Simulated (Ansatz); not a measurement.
Input and command of a calculation in Ansatz (plane waves; scalar-relativistic PAW potentials unless the input names others):

```yaml
crystal:
  lattice:
    - [0.0, 2.6782590749, 2.6782590749]
    - [2.6782590749, 0.0, 2.6782590749]
    - [2.6782590749, 2.6782590749, 0.0]
  atoms:
    - { symbol: Zn, position: [0.0, 0.0, 0.0] }
    - { symbol: S, position: [0.8308384644, 0.7230538452, 0.7230538452] }
basis:
  ecutwfc: 420
kpoints:
  mp_grid: { grid: [10, 10, 10] }
hamiltonian:
  xc: pbesol
  dispersion: d4
scf:
  occupations: { method: gaussian, width: 0.05 }
output:
  forces: true
  eigenvalues: true
  stress: true
```

```bash
ansatz run input.yaml --threads 1 --pin off --max-ram 2560MiB --backend cpu --events-out ev --progress --plain --runs-dir out
```

Abridged log:
```
Pseudopotentials: kind: paw
Pseudopotential: Zn, paw, valence charge 12, recommended cutoff 420 eV (normal)
Pseudopotential: S, paw, valence charge 6, recommended cutoff 420 eV (normal)
Functional definition: PBEsol
Crystal: 2 atoms, lattice volume = 38.423 Å³
Basis set: ecut = 420 eV, 749 PW (Γ), exchange–correlation on 54×54×54 points (8 copies of the dense FFT grid, shifted against one another)
Bands: 13, of which v1, the nominal top of the filled ones, is band 9 counted from 1 (8 counted from 0)
Symmetry: 6 space group operations
Space group: R3m (ITA 160), of the structure as read, at distance tolerance 3.4e-5 Å
k-points: 116 of 1000 (time reversal used)
Initial density: superposition of atomic densities (neutral atoms: chi_scale 0, normalization atom), corrected by the library's trained network
Initial wavefunctions: pseudopotential atomic-orbital guess
Functional: x = pbesol(κ = 0.804, μ = 0.12345679), c = pbesol(β = 0.046)
SCF iter   1: F=—  HF=-4167.675869 eV  |F-HF|=—  |Δ(HF+E_count)|=         —  Δρ=5.54e-3  dr2=1.37e-2  ethr=1.77e-3  ⟨swp⟩=5.6  Hψ=9072  notcnv=0
SCF iter   2: F=—  HF=-4167.671404 eV  |F-HF|=—  |Δ(HF+E_count)|=   4.46e-3  Δρ=9.51e-4  dr2=1.84e-4  ethr=7.63e-5  ⟨swp⟩=2.7  Hψ=3890  notcnv=0
SCF iter   3: F=—  HF=-4167.671440 eV  |F-HF|=—  |Δ(HF+E_count)|=   3.51e-5  Δρ=8.06e-4  dr2=1.38e-4  ethr=1.02e-6  ⟨swp⟩=2.0  Hψ=2465  notcnv=0
SCF iter   4: F=—  HF=-4167.671443 eV  |F-HF|=—  |Δ(HF+E_count)|=   3.74e-6  Δρ=2.50e-4  dr2=1.71e-5  ethr=7.65e-7  ⟨swp⟩=2.0  Hψ=2356  notcnv=0
SCF iter   5: F=—  HF=-4167.671452 eV  |F-HF|=—  |Δ(HF+E_count)|=   8.64e-6  Δρ=4.41e-5  dr2=4.53e-7  ethr=9.49e-8  ⟨swp⟩=2.0  Hψ=2383  notcnv=0
SCF iter   6: F=-4167.671452 eV  HF=-4167.671452 eV  |F-HF|=1.18e-8  |Δ(HF+E_count)|=   2.23e-7  Δρ=7.32e-6  dr2=9.86e-9  ethr=5.56e-10  ⟨swp⟩=5.9  Hψ=7616  notcnv=0
SCF 1 converged in 6 iterations: F = -4167.671452 eV  dr2 = 9.86e-9
SCF converged after 6 iterations
Free energy (F): -4167.671452 eV
Harris-Foulkes:  -4167.671452 eV  (|F-HF|=1.18e-8)
Internal energy: -4167.671452 eV  (E = F + TS)
E sigma→0 (E₀):  -4167.671452 eV
Fermi energy:    7.136169 eV
  E_disp       = -0.361223  (pairwise vdW)
--- Forces (eV/Å), atoms counted from 1 ---
  atom   1  Zn    -0.48286042     0.48286042     0.48286042
  atom   2  S      0.48286734    -0.48286734    -0.48286734
--- Stress (GPa, compression-positive) ---
        0.114106       2.182530       2.182530
        2.182530       0.114106      -2.182530
        2.182530      -2.182530       0.114106
  P = ⅓ Tr σ = 0.1141 GPa (1.141 kbar)
```

Apart from outputs and empty bands, the input differs from a reference run on usual settings in hamiltonian.dispersion: not typed → "d4". The reference, at the same geometry (not necessarily relaxed), gave pressure 1.55 GPa, largest force 0.837 eV/Å, gap on the mesh 2.03 eV. This run converged in 6 SCF iterations (reference: 6) with an energy at zero smearing 181 meV/atom below the reference's (the Hamiltonian itself differs), pressure 0.11 GPa, largest force 0.836 eV/Å, gap on the mesh 2.03 eV.

Time: 5.5 s on 1 thread of Arm Neoverse V2, on a shared host, peak memory 0.35 GiB.